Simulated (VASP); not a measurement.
# SiNi: cell size against the level of theory

Aim: relax SiNi at several levels and hold each cell against experiment. The levels: PBEsol, LDA, PBE, r2SCAN and PBEsol + D3(BJ). The start is a cell from a database of measured crystal structures.

Method: PBEsol, spin-polarised from a ferromagnetic start; plane waves and PAW (Si, Ni), in the first sound run; inputs show where later runs differ, in VASP 6.6.1.

Report form: the programs' logs are mostly left out.

**1. The starting structure**

Before any relaxation, the start is as follows. Symmetry: Pmmn, No. 59, orthorhombic system. Conventional cell: a = 3.027 Å, b = 3.273 Å, c = 4.698 Å, α = 90.00°, β = 90.00°, γ = 90.00°. Nearest to Si lie 6 Ni at 2.34 to 2.40 Å. Ni has 6 Si at 2.34 to 2.40 Å nearest. Farther neighbours are not listed.

Coordinates:

```cif
data_structure
_symmetry_space_group_name_H-M 'Pmmn:1'
_symmetry_Int_Tables_number 59
_cell_length_a 3.0266
_cell_length_b 3.2735
_cell_length_c 4.6978
_cell_angle_alpha 90.000
_cell_angle_beta 90.000
_cell_angle_gamma 90.000
_cell_volume 46.54
loop_
_atom_site_label
_atom_site_type_symbol
_atom_site_symmetry_multiplicity
_atom_site_Wyckoff_symbol
_atom_site_fract_x
_atom_site_fract_y
_atom_site_fract_z
_atom_site_occupancy
Si1 Si 2 a 0.50000 0.50000 0.84230 1
Ni1 Ni 2 a 0.50000 0.50000 0.34422 1
```

**2. Relaxation with PBEsol**

The start need not lie at this functional's minimum. ISIF = 3 frees volume, shape and positions, and EDIFFG sets the threshold on forces and stress at which the search stops. PBEsol restores the gradient expansion of exchange and is tuned for the cells of solids.

The input, INCAR:

```
SYSTEM = SiNi
PREC = Accurate
ENCUT = 520
EDIFF = 1E-06
NELM = 100
ISMEAR = -1
SIGMA = 0.05
LREAL = .FALSE.
ALGO = Normal
GGA = PS
NBANDS = 24
ISPIN = 2
MAGMOM = 0 0 1 1
LASPH = .TRUE.
LMAXMIX = 4
LORBIT = 11
LWAVE = .FALSE.
LCHARG = .FALSE.
KPAR = 2
IBRION = 2
NSW = 60
ISIF = 3
EDIFFG = -0.01
```

The input, POSCAR:

```
SiNi
1.0
    3.0266200000      0.0000000000      0.0000000000
    0.0000000000      3.2735000000      0.0000000000
    0.0000000000      0.0000000000      4.6977600000
Si Ni
2 2
Direct
    0.5000000000      0.5000000000      0.8423000000
    0.0000000000      0.0000000000      0.1577000000
    0.5000000000      0.5000000000      0.3442200000
    0.0000000000      0.0000000000      0.6557800000
```

The input, KPOINTS:

```
Automatic mesh
0
Gamma
9 8 6
0 0 0
```

The projector-augmented-wave data sets are Si and Ni (PBE family, release 64).

Launch:

```sh
$ mpirun -np 2 vasp_std
```

It took 9.9 min on 2 MPI ranks of AMD EPYC 7R43, shared host; peak memory 0.52 GiB; 20 min of CPU time.

The moments of the start collapse, so the state is non-magnetic; other starts or orders were not tried. The PAW data sets were made with PBE, which is usual practice but a small mismatch for other functionals. The run keeps the 8 symmetry operations of its start, so it cannot find a distortion of lower symmetry.

The steps of the relaxation:

```csv
step,energy less that of the first step (eV),largest force (eV/Å),pressure (GPa),volume (Å³)
1,0.0000,0.1039,-4.77,46.54
2,0.0006,0.1102,5.52,44.25
3,-0.0187,0.0374,0.06,45.38
4,-0.0208,0.0031,0.06,45.32
5,-0.0221,0.0547,0.12,45.23
6,-0.0233,0.0286,0.07,45.27
7,-0.0238,0.0075,-0.08,45.31
8,-0.0238,0.0079,-0.16,45.31
9,-0.0238,0.0078,0.24,45.21
10,-0.0238,0.0052,0.09,45.27
11,-0.0238,0.0050,0.06,45.27
12,-0.0239,0.0024,-0.08,45.28
```

```csv
"conventional cell, symmetrised",before,after,change
a (Å),3.027,2.943,-2.8 %
b (Å),3.273,3.294,+0.6 %
c (Å),4.698,4.671,-0.6 %
volume (Å³/atom),11.64,11.32,-2.7 %
```

Final coordinates:

```xyz
4
Lattice="2.9432 0.0000 0.0000 0.0000 3.2938 0.0000 0.0000 0.0000 4.6707" Properties=species:S:1:pos:R:3 pbc="T T T"
Si    1.4716    1.6469    3.9331
Si    0.0000    0.0000    0.7376
Ni    1.4716    1.6469    1.6033
Ni    0.0000    0.0000    3.0674
```

Numbers from this step:

```
electrons                       : 28
bands                           : 24
irreducible k-points            : 100
symmetry operations             : 8
free energy (TOTEN)             : -25.97 eV
energy at zero smearing         : -25.97 eV
Fermi energy                    : 11.60 eV
pressure                        : -0.07691 GPa
metallic                        : yes
SCF cycles over all ionic steps : 87
```

The spin moment in the PAW sphere vanishes on all atoms.

It ends with a largest force of 0.002 eV/Å and a pressure of -0.08 GPa. The volume lies -2.7 % from that of the database's start, which holds the thermal and zero-point expansion of its experiment. The conventional cell has a = 2.943, b = 3.294 and c = 4.671 Å.

**3. Relaxation with LDA**

This step: LDA, spin-polarised from a ferromagnetic start; plane waves and PAW (Si, Ni) (VASP 6.6.1).

LDA, the lowest rung, knows the local density alone.

Edit INCAR of step 2 so:

```diff
@@ -9,3 +9,3 @@
 ALGO = Normal
-GGA = PS
+GGA = CA
 NBANDS = 24
```

POSCAR is that of step 2.

KPOINTS is that of step 2.

Launch:

```sh
$ mpirun -np 2 vasp_std
```

The job ended after 9.5 min (2 MPI ranks; peak memory 0.49 GiB; 19 min of CPU time).

The PAW data sets were made with PBE, though LDA sets exist; this is a small mismatch.

Step by step:

```csv
step,energy less that of the first step (eV),largest force (eV/Å),pressure (GPa),volume (Å³)
1,0.0000,0.1598,-8.56,46.54
2,0.0181,0.2008,11.61,42.48
3,-0.0576,0.0198,-0.16,44.58
4,-0.0576,0.0168,0.02,44.54
5,-0.0596,0.0114,0.10,44.47
6,-0.0608,0.0408,0.24,44.38
7,-0.0622,0.0159,-0.10,44.45
8,-0.0625,0.0196,-0.17,44.48
9,-0.0625,0.0231,-0.29,44.50
10,-0.0624,0.0156,0.45,44.35
11,-0.0626,0.0092,0.06,44.43
```

```csv
"conventional cell, symmetrised",before,after,change
a (Å),3.027,2.930,-3.2 %
b (Å),3.273,3.272,-0.0 %
c (Å),4.698,4.635,-1.3 %
volume (Å³/atom),11.64,11.11,-4.5 %
```

Final coordinates:

```cif
data_structure
_symmetry_space_group_name_H-M 'P 1'
_symmetry_Int_Tables_number 1
_cell_length_a 2.9303
_cell_length_b 3.2719
_cell_length_c 4.6345
_cell_angle_alpha 90.000
_cell_angle_beta 90.000
_cell_angle_gamma 90.000
_cell_volume 44.43
loop_
_atom_site_label
_atom_site_type_symbol
_atom_site_fract_x
_atom_site_fract_y
_atom_site_fract_z
_atom_site_occupancy
Si1 Si 0.50000 0.50000 0.84074 1
Si2 Si 0.00000 0.00000 0.15926 1
Ni3 Ni 0.50000 0.50000 0.34299 1
Ni4 Ni 0.00000 0.00000 0.65701 1
```

This step gave:

```yaml
free_energy_toten: -27.24 eV
energy_at_zero_smearing: -27.24 eV
fermi_energy: 11.74 eV
pressure: 0.05909 GPa
```

It ends at 11.11 Å³/atom, -4.5 % from the start, with 0.06 GPa left. The conventional cell has a = 2.930, b = 3.272 and c = 4.635 Å.

**4. Relaxation with PBE**

This step: PBE, spin-polarised from a ferromagnetic start; plane waves and PAW (Si, Ni) (VASP 6.6.1).

PBE, the usual starting point, adds the gradient of the density.

Edit INCAR of step 3 so:

```diff
@@ -9,3 +9,3 @@
 ALGO = Normal
-GGA = CA
+GGA = PE
 NBANDS = 24
```

POSCAR is that of step 3.

KPOINTS is that of step 3.

Launch:

```sh
$ mpirun -np 2 vasp_std
```

Run time: 7.8 min. Hardware: 2 MPI ranks; peak memory 0.51 GiB; 16 min of CPU time.

Step by step:

```csv
step,energy less that of the first step (eV),largest force (eV/Å),pressure (GPa),volume (Å³)
1,0.0000,0.1130,1.26,46.54
2,-0.0025,0.0479,-1.13,47.16
3,-0.0030,0.0661,-0.51,46.98
4,-0.0042,0.0395,-0.17,46.89
5,-0.0043,0.0626,0.07,46.85
6,-0.0052,0.0459,0.07,46.82
7,-0.0054,0.0418,0.25,46.78
8,-0.0054,0.0414,0.14,46.78
9,-0.0056,0.0064,-0.15,46.87
10,-0.0056,0.0069,-0.07,46.85
```

```csv
"conventional cell, symmetrised",before,after,change
a (Å),3.027,2.995,-1.1 %
b (Å),3.273,3.320,+1.4 %
c (Å),4.698,4.712,+0.3 %
volume (Å³/atom),11.64,11.71,+0.7 %
```

The atoms that moved most (Å, as changes of fractional coordinates times the final cell):

```csv
atom,dx,dy,dz,length
Ni3,0.000,0.000,-0.010,0.010
Ni4,0.000,0.000,0.010,0.010
```

Final coordinates:

```xyz
4
Lattice="2.9948 0.0000 0.0000 0.0000 3.3201 0.0000 0.0000 0.0000 4.7116" Properties=species:S:1:pos:R:3 pbc="T T T"
Si    1.4974    1.6601    3.9703
Si    0.0000    0.0000    0.7413
Ni    1.4974    1.6601    1.6118
Ni    0.0000    0.0000    3.0998
```

It ends at 11.71 Å³/atom, +0.7 % from the start, with -0.07 GPa left. The conventional cell has a = 2.995, b = 3.320 and c = 4.712 Å.

**5. Relaxation with r2SCAN**

This step: r2SCAN, spin-polarised from a ferromagnetic start; plane waves and PAW (Si, Ni) (VASP 6.6.1).

r2SCAN adds the kinetic-energy density, costs more than a GGA and is run with LASPH.

Edit INCAR of step 4 so:

```diff
@@ -9,3 +9,4 @@
 ALGO = Normal
-GGA = PE
+METAGGA = R2SCAN
+LASPH = .TRUE.
 NBANDS = 24
@@ -13,3 +14,2 @@
 MAGMOM = 0 0 1 1
-LASPH = .TRUE.
 LMAXMIX = 4
```

POSCAR is that of step 4.

KPOINTS is that of step 4.

Launch:

```sh
$ mpirun -np 2 vasp_std
```

It took 40 min on 2 MPI ranks; peak memory 0.52 GiB.

The steps of the relaxation:

```csv
step,energy less that of the first step (eV),largest force (eV/Å),pressure (GPa),volume (Å³)
1,0.0000,0.1407,-4.64,46.54
2,0.0017,0.1451,5.54,44.31
3,-0.0182,0.0819,0.11,45.43
4,-0.0205,0.0076,0.04,45.39
5,-0.0216,0.0926,0.05,45.33
6,-0.0228,0.0401,-0.03,45.34
7,-0.0232,0.0382,-0.11,45.34
8,-0.0232,0.0412,-0.16,45.34
9,-0.0233,0.0124,0.37,45.24
10,-0.0234,0.0142,0.11,45.28
11,-0.0234,0.0080,-0.01,45.32
```

```csv
"conventional cell, symmetrised",before,after,change
a (Å),3.027,2.946,-2.7 %
b (Å),3.273,3.299,+0.8 %
c (Å),4.698,4.663,-0.7 %
volume (Å³/atom),11.64,11.33,-2.6 %
```

The relaxed structure:

```xyz
4
Lattice="2.9461 0.0000 0.0000 0.0000 3.2994 0.0000 0.0000 0.0000 4.6627" Properties=species:S:1:pos:R:3 pbc="T T T"
Si    1.4730    1.6497    3.9313
Si    0.0000    0.0000    0.7314
Ni    1.4730    1.6497    1.6003
Ni    0.0000    0.0000    3.0624
```

It ends at 11.33 Å³/atom, -2.6 % from the start, with -0.01 GPa left. The conventional cell has a = 2.946, b = 3.299 and c = 4.663 Å.

**6. Relaxation with PBEsol + D3(BJ)**

This step: PBEsol with D3(BJ), spin-polarised from a ferromagnetic start; plane waves and PAW (Si, Ni) (VASP 6.6.1).

A dispersion term adds the long-range attraction that semilocal functionals lack. D3 with Becke-Johnson damping keeps a finite attraction at short range.

Edit INCAR of step 5 so:

```diff
@@ -9,4 +9,4 @@
 ALGO = Normal
-METAGGA = R2SCAN
-LASPH = .TRUE.
+GGA = PS
+IVDW = 12
 NBANDS = 24
@@ -14,2 +14,3 @@
 MAGMOM = 0 0 1 1
+LASPH = .TRUE.
 LMAXMIX = 4
```

POSCAR is that of step 5.

KPOINTS is that of step 5.

Launch:

```sh
$ mpirun -np 2 vasp_std
```

Wall time 12 min (2 MPI ranks); peak memory 0.54 GiB; 23 min of CPU time.

Dispersion corrections of this kind ignore metallic screening and tend to overbind metals.

It ends at 10.95 Å³/atom, -5.9 % from the start, with 0.00 GPa left. The conventional cell has a = 2.896, b = 3.264 and c = 4.635 Å. Against plain PBEsol, the dispersion term moves a by -1.6 %, b by -0.9 % and c by -0.8 %.

**7. The cells as a table**

This step: relaxed cells at several levels; plane waves and PAW (VASP 6.6.1).

This step runs nothing: it gathers the runs above.

Lengths are those of the conventional cell; cost is the wall time of each run, as given at its step, times its ranks, without the set-up around it. Results by level, by row:

```csv
level,volume (Å³/atom),change from the start (%),a (Å),b (Å),c (Å),largest site moment (μB),cost (core minutes)
PBEsol,11.32,-2.7,2.943,3.294,4.671,0,19.8
LDA,11.11,-4.5,2.93,3.272,4.635,0,19.1
PBE,11.71,0.7,2.995,3.32,4.712,0,15.6
r2SCAN,11.33,-2.6,2.946,3.299,4.663,0,80.1
PBEsol + D3(BJ),10.95,-5.9,2.896,3.264,4.635,0,23.5
```

**8. Summary of results**

```yaml
volume_pbesol: 11.32 Å³/atom
volume_lda: 11.11 Å³/atom
volume_pbe: 11.71 Å³/atom
volume_r2scan: 11.33 Å³/atom
volume_pbesol_d3_bj: 10.95 Å³/atom
```

In words: For SiNi the levels give volumes between 10.95 Å³/atom (PBEsol + D3(BJ)) and 11.71 Å³/atom (PBE), a spread of 6.9 %, while the cost of the finished runs spans a factor of 5.1. Against the volume of the start, a cell from experiment, PBE comes nearest (+0.7 %) and PBEsol + D3(BJ) lies farthest (-5.9 %); thermal expansion is in that cell alone. Within 2 % of it: PBE. The costs hold the number of ionic steps as well as the price of the functional. Against the listed lengths the levels give a from -4.3 % to -1.1 %, b from -0.3 % to +1.4 % and c from -1.3 % to +0.3 %. All runs lost the moments they were started with, so they describe a non-magnetic state; an order that doesn't fit this cell would change the volume. Adding D3(BJ) to PBEsol changes the volume by -3.2 % (a by -1.6 %, b by -0.9 % and c by -0.8 %). Pairwise corrections of the D and TS kind ignore the screening in a metal, so they may overbind here. Within 0.02 Å all end in space group Pmmn; the runs can't lower the symmetry of the start. Only the typed magnetic starts were tried, so the magnetic ground state may differ and with it the other results. Each is a single relaxation on the plane waves of the start cell, so larger changes of volume carry a basis-set error that was not tested here. Zero-point and thermal expansion are not included.

[Lines on the potential files, build, host, timing and source positions are cut from VASP's logs without a mark.]

[Logs are printed without paths, hosts, clocks, repeated set-up lines and the standing remarks that a program may print on its own settings, such as how far it seeks lower states.]

[Hosts, paths, dates, database ids (printed as entryN), source tags and the programs' standing remarks are cut or masked in the printed files.]

[A measured line is paired with the nearest computed mode of its activity, which favours agreement.]
